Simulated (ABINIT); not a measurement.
The system is Si.

```xyz
6
Lattice="2.8721 -5.9827 0.0000 2.8721 5.9827 0.0000 0.0000 0.0000 3.8469" Properties=species:S:1:pos:R:3 pbc="T T T"
Si    1.1850    2.3354    0.9617
Si    1.1850   -2.3354    2.8852
Si    4.5592    2.3354    0.9617
Si    4.5592   -2.3354    2.8852
Si    2.8721    0.6703    0.9617
Si    2.8721   -0.6703    2.8852
```

The cell was built by a generator and needn't be a form met in nature.

Base run:

```yaml
Program: ABINIT 10.8.3 (patched build)
Functional: r2SCAN
Potentials_or_basis: JTH PAW PBE v2.0
Cutoff: 490 eV
k_mesh: 5 × 5 × 7
Occupations: fermi-dirac, width 0.05 eV
Spin: no spin polarisation
```

Its results: band gap on the k mesh 0.62 eV, indirect (least direct gap 0.64 eV); pressure -1.4 GPa; largest force 0.025 eV/Å.

Problem. The run is repeated on the same cell with these changes: functional from r2SCAN to RPBE. What comes out?

Solution. Band gap on the k mesh 0.50 eV, direct; pressure 1.2 GPa; largest force 0.007 eV/Å.

r2SCAN gives the wider gap, since meta-GGAs in the generalised Kohn-Sham scheme recover part of the derivative discontinuity.

Caveats: the PAW data sets were made with another functional, which shifts forces and pressure a little; an odd mesh through Γ misses points on the zone boundary, where band edges often lie.
